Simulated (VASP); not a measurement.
# TiO2 (P4_2/mnm) in VASP: notebook

Runs on TiO2. Level: PBE. Tasks: single point.

Program: VASP 6.6.1. These are calculated values, not measurements. Logs are shortened: lines on timing, memory, paths and dates and some standing lists are left out, and cuts for length are marked.

### Step 1. The undisturbed crystal

Symmetry: P4_2/mnm, No. 136, tetragonal system. The conventional cell has a = 4.600 Å, b = 4.600 Å, c = 2.959 Å, α = 90.00°, β = 90.00°, γ = 90.00°. Around Ti (site symmetry mmm) lie 6 O at 1.95 to 1.98 Å. O (site symmetry m2m) has 3 Ti at 1.95 to 1.98 Å as nearest neighbours.

The cell is a database's computed one.

### Step 2. Single point, PBE

INCAR

```
SYSTEM = TiO2
ADDGRID = .False.
ALGO = Normal
EDIFF = 1E-7
ENCUT = 520
GGA = PE
ISIF = 2
ISMEAR = 0
LASPH = .True.
LCHARG = .False.
LREAL = .False.
LWAVE = .False.
NBANDS = 33
NELM = 100
PREC = Normal
SIGMA = 0.05
```

KPOINTS

```
k-points
0
Gamma
  6 6 9
  0 0 0
```

POSCAR

```
TiO2
1.0
    4.5998373239      0.0000000000      0.0000000000
    0.0000000000      4.5998373239      0.0000000000
    0.0000000000      0.0000000000      2.9592135600
Ti O
2 4
Direct
    0.0158320000      0.0032400000      0.4722370000
    0.5214710000      0.5093840000      0.0048770000
    0.3233600000      0.3195450000      0.4593590000
    0.1957040000      0.8057180000      0.0434810000
    0.7872850000      0.2085030000     -0.0059320000
    0.6699180000      0.6742240000      0.5240680000
```

Potentials or basis: VASP PAW PBE potentials, release 64 (Ti_sv, O).

Run with:

```bash
$ cat potpaw_PBE.64/Ti_sv/POTCAR potpaw_PBE.64/O/POTCAR > POTCAR
$ mpirun -np 1 vasp_std > vasp.out
```

OUTCAR:

```text
SYSTEM = TiO2
   EDIFF = 1E-7
   ENCUT = 520
   GGA = PE
   ISIF = 2
   ISMEAR = 0
   LASPH = .True.
   LREAL = .False.
   NELM = 100
   PREC = Normal

 Found    164 irreducible k-points:

 Following reciprocal coordinates:
            Coordinates               Weight
  0.000000  0.000000  0.000000      1.000000
  0.166667  0.000000  0.000000      2.000000
  0.000000  0.166667  0.000000      2.000000
  0.333333  0.000000  0.000000      2.000000
  0.000000  0.333333  0.000000      2.000000
  0.500000  0.000000  0.000000      1.000000
   k-points           NKPTS =    164   k-points in BZ     NKDIM =    164   number of bands    NBANDS=     33
   number of dos      NEDOS =    301   number of ions     NIONS =      6
   total plane-waves  NPLWV =  14112
   dimension x,y,z NGX =    28 NGY =   28 NGZ =   18
   dimension x,y,z NGXF=    56 NGYF=   56 NGZF=   36
   ions per type =               2   4
   NGX,Y,Z   is equivalent  to a cutoff of  10.12, 10.12, 10.11 a.u.
   NGXF,Y,Z  is equivalent  to a cutoff of  20.24, 20.24, 20.22 a.u.
 SYSTEM =  TiO2
   PREC   = normal    normal or accurate (medium, high low for compatibility)
   ISTART =      0    job   : 0-new  1-cont  2-samecut
   ICHARG =      2    charge: 1-file 2-atom 10-const
   ISPIN  =      1    spin polarized calculation?
   LNONCOLLINEAR =      F non collinear calculations
   LSORBIT =      F    spin-orbit coupling
   LASPH  =      T    aspherical Exc in radial PAW
   ENCUT  =  520.0 eV  38.22 Ry    6.18 a.u.   8.55  8.55  5.50*2*pi/ulx,y,z
   NELM   =    100;   NELMIN=  2; NELMDL= -5     # of ELM steps
   EDIFF  = 0.1E-06   stopping-criterion for ELM
   LREAL  =      F    real-space projection
   EDIFFG = 0.1E-05   stopping-criterion for IOM
   NSW    =      0    number of steps for IOM
   IBRION =     -1    ionic relax: 0-MD 1-quasi-New 2-CG
   NFREE  =      0    steps in history (QN), initial steepest desc. (CG)
   ISIF   =      2    stress and relaxation
   ISYM   =      2    0-nonsym 1-usesym 2-fastsym
   POTIM  = 0.5000    time-step for ionic-motion
   TEBEG  =    0.0;   TEEND  =   0.0 temperature during run
   PSTRESS=    0.0 pullay stress
   NELECT =      48.0000    total number of electrons
   NUPDOWN=      -1.0000    fix difference up-down
   EMIN   =  10.00;   EMAX   =-10.00  energy-range for DOS
   EFERMI =   0.00;   METHOD = LEGACY
   ISMEAR =     0;   SIGMA  =   0.05  broadening in eV -4-tet -1-fermi 0-gaus
   EFERMI_NEDOS =   21; number of points for ismear=-14 and -15
   IALGO  =     38    algorithm
   IMIX   =      4    mixing-type and parameters
     AMIX     =   0.40;   BMIX     =  1.00
     AMIX_MAG =   1.60;   BMIX_MAG =  1.00
  volume/ion in A,a.u.               =      10.44        70.42
  Fermi-wavevector in a.u.,A,eV,Ry     =   1.498309  2.831394 30.544140  2.244931
  Thomas-Fermi vector in A             =   2.610085
   LORBIT       =      0    0 simple, 1 ext, 2 COOP (PROOUT), +10 PAW based schemes
   GGA     = PE    functional components
   LHFCALC =     F    Hartree Fock is set to
   AEXX    =    0.0000 exact exchange contribution
   IVDW    =     0    specifies the selected vdW correction
   LEPSILON=     F    determine dielectric tensor
   LRPA    =     F    only Hartree local field effects (RPA)
 non-spin polarized calculation
 Gauss-broadening in eV      SIGMA  =   0.05
  energy-cutoff  :      520.00
  volume of cell :       62.61
 maximum number of plane-waves:      1720
   NGX = 17   NGY = 17   NGZ = 11

 number of electron      47.9999961 magnetization

 Free energy of the ion-electron system (eV)
  ---------------------------------------------------
  ext. energy  EPLUGINS =         0.00000000
  ---------------------------------------------------
  free energy    TOTEN  =       -52.56625901 eV

  energy without entropy =      -52.56625901  energy(sigma->0) =      -52.56625901

 E-fermi :   5.2409     XC(G=0): -11.3498

 val. band max:        4.9072571881   @ k =   0.0000   0.0000   0.0000
 cond. band min:       6.7491415940   @ k =   0.0000   0.5000   0.4444
 fundamental gap:      1.8418844059
 Fermi energy:         5.2408685822

 k-point     1 :       0.0000    0.0000    0.0000
  band No.  band energies     occupation
      1     -52.2828      2.00000
      2     -51.4333      2.00000
      3     -28.5780      2.00000
      4     -28.4361      2.00000
      5     -28.4030      2.00000
      6     -27.8252      2.00000
[... 25 lines left out ...]
     32      10.9647      0.00000
     33      12.3067      0.00000

 k-point     2 :       0.1667    0.0000    0.0000
  band No.  band energies     occupation
      1     -52.2828      2.00000
      2     -51.4333      2.00000
      3     -28.5764      2.00000
      4     -28.4348      2.00000
      5     -28.4027      2.00000
      6     -27.8275      2.00000
[... 25 lines left out ...]
     32      10.8878      0.00000
     33      12.4141      0.00000

 k-point     3 :       0.0000    0.1667    0.0000
  band No.  band energies     occupation
      1     -52.2828      2.00000
      2     -51.4333      2.00000
      3     -28.5765      2.00000
      4     -28.4346      2.00000
      5     -28.4028      2.00000
      6     -27.8277      2.00000
[... 25 lines left out ...]
     32      10.8852      0.00000
     33      12.4090      0.00000

 k-point     4 :       0.3333    0.0000    0.0000
  band No.  band energies     occupation
      1     -52.2827      2.00000
      2     -51.4333      2.00000
      3     -28.5732      2.00000
      4     -28.4321      2.00000
      5     -28.4021      2.00000
      6     -27.8322      2.00000
[... 25 lines left out ...]
     32      10.7307      0.00000
     33      12.1977      0.00000

 k-point     5 :       0.0000    0.3333    0.0000
  band No.  band energies     occupation
      1     -52.2827      2.00000
      2     -51.4333      2.00000
      3     -28.5734      2.00000
      4     -28.4316      2.00000
      5     -28.4023      2.00000
      6     -27.8328      2.00000
[... 25 lines left out ...]
     32      10.7384      0.00000
     33      12.1725      0.00000

 k-point     6 :       0.5000    0.0000    0.0000
  band No.  band energies     occupation
      1     -52.2827      2.00000
      2     -51.4333      2.00000
      3     -28.5716      2.00000
      4     -28.4307      2.00000
      5     -28.4018      2.00000
      6     -27.8346      2.00000
[... 25 lines left out ...]
     32      10.6979      0.00000
     33      12.0089      0.00000

 [... further k-points ...]

------------------------ aborting loop because EDIFF is reached ----------------------------------------

  FORCE on cell =-STRESS in cart. coord.  units (eV):
  Direction    XX          YY          ZZ          XY          YZ          ZX
  --------------------------------------------------------------------------------------
  -------------------------------------------------------------------------------------
  Total        5.3557072      5.9041777      8.3251793     -0.2390296     -0.4056178     -3.1641250
  in kB      137.0459325    151.0806160    213.0310576     -6.1164713    -10.3792593    -80.9660518
  external PRESSURE =     167.0525353 kB  Pullay stress =       0.0000000 kB

 VOLUME and BASIS-vectors are now :
 -----------------------------------------------------------------------------
  energy-cutoff  :      520.00
  volume of cell :       62.61
      direct lattice vectors                 reciprocal lattice vectors
     4.599837324  0.000000000  0.000000000     0.217398993  0.000000000  0.000000000
     0.000000000  4.599837324  0.000000000     0.000000000  0.217398993  0.000000000
     0.000000000  0.000000000  2.959213560     0.000000000  0.000000000  0.337927622

 POSITION                                       TOTAL-FORCE (eV/Angst)
 -----------------------------------------------------------------------------------
      0.07282      0.01490      1.39745        -0.389743      2.035610      0.565313
      2.39868      2.34308      0.01443        -1.314959     -1.268717      0.600563
      1.48740      1.46986      1.35934        -3.359834     -2.812667      1.689417
      0.90021      3.70617      0.12867        -0.649161      0.292842     -1.580202
      3.62138      0.95908      2.94166         2.254478     -2.159568      0.519372
      3.08151      3.10132      1.55083         3.459219      3.912501     -1.794463
 -----------------------------------------------------------------------------------
    total drift:                                0.000462     -0.000264     -0.001737

  FREE ENERGIE OF THE ION-ELECTRON SYSTEM (eV)
  ---------------------------------------------------
  free  energy   TOTEN  =       -52.5662590134 eV

  energy  without entropy=      -52.5662590134  energy(sigma->0) =      -52.56625901
```

It took 2.5 min on 1 thread of AMD EPYC 9R45 (Zen 5), shared host; peak memory 0.3 GiB.

These settings aren't checked as converged: the numbers below hold their error.

Results:

- Free energy: -52.5663 eV
- Pressure: 16.7 GPa
- Largest force: 5.522 eV/Å
- Band gap on the k mesh: 1.84 eV, indirect (least direct gap 1.97 eV)

Caveat: an odd mesh through Γ misses points on the zone boundary, where band edges often lie.

### Step 3. Single point, PBE

INCAR, as its differences from that of step 2:

```diff
@@ -3,3 +3,3 @@
 ALGO = Normal
-EDIFF = 1E-7
+EDIFF = 1E-5
 ENCUT = 520
@@ -14,3 +14,3 @@
 NELM = 100
-PREC = Normal
+PREC = Accurate
 SIGMA = 0.05
```

KPOINTS is that of step 2.

POSCAR is that of step 2.

Potentials or basis: VASP PAW PBE potentials, release 64 (Ti_sv, O).

Run with:

```bash
$ cat potpaw_PBE.64/Ti_sv/POTCAR potpaw_PBE.64/O/POTCAR > POTCAR
$ mpirun -np 1 vasp_std > vasp.out
```

Wall time 3.4 min (1 thread of AMD EPYC 9R45 (Zen 5), shared host); peak memory 0.33 GiB.

The run converged, but some of its settings lie outside the range that counts as converged, so its numbers aren't taken as properties of the crystal.

Results:

| Item | Value |
| --- | --- |
| Free energy | -52.5663 eV |
| Pressure | 16.8 GPa |
| Largest force | 5.521 eV/Å |
| Band gap on the k mesh | 1.84 eV, indirect (least direct gap 1.97 eV) |

Caveat: an odd mesh through Γ misses points on the zone boundary, where band edges often lie.

### Step 4. The reference run

An earlier run on the cell as given: functional PBEsol; potentials or basis VASP PAW PBE potentials, release 64 (Ti_sv, O); cutoff 520 eV; k mesh 6 × 6 × 9; occupations fermi-dirac, width 0.05 eV; no spin polarisation.

* Pressure: -2.1 GPa
* Largest force: 0.047 eV/Å
* Band gap on the k mesh: 1.80 eV, direct
